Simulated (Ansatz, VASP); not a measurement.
## TaN: VASP beside Ansatz

```xyz
6
Lattice="5.1850 0.0000 0.0000 -2.5925 4.4903 0.0000 0.0000 0.0000 2.9080" Properties=species:S:1:pos:R:3 pbc="T T T"
Ta    0.0000    0.0000    0.0000
Ta    0.0000    2.9936    1.4540
Ta    2.5925    1.4968    1.4540
N     2.5925    0.0000    0.0000
N     1.2963    2.2452    0.0000
N    -1.2963    2.2452    0.0000
```

Alike in both runs: task single point; functional PBE; k mesh 4 × 4 × 7; occupations gaussian, width 0.05 eV; collinear spin; Hubbard terms Ta d U = 4.0 eV.

|  | VASP | Ansatz |
| --- | --- | --- |
| version | VASP 6.6.1 | Ansatz 0.2.0 |
| potentials or method | VASP PAW PBE potentials, release 64 (Ta_pv, N) | scalar-relativistic, plane waves, PAW |
| plane-wave cutoff (eV) | 520 | 420 |
| valence electrons in the cell | 48 | 54 |

Ansatz gave:

- gap on the k mesh at the Fermi level (eV): none
- pressure (GPa): 14.0
- largest component of the traceless stress (GPa): 1.37
- net moment per atom (μB): 0.00

**Question.** Which values does VASP return?

**Answer.** gap on the k mesh at the Fermi level (eV): none; pressure (GPa): 23.3; largest component of the traceless stress (GPa): 2.96; net moment per atom (μB): 0.00.

The programs project onto different local orbitals, so the same U acts differently. A gap of «none» marks a metal or a gap that the smearing closes. The two sets of potentials don't hold the same shells in valence. Ansatz warned: «filled_band_counts_differ_across_k_points».

The runs have no spin-orbit coupling, so splittings on Ta are missing. The state reached can hang on the start; a lower one may exist.
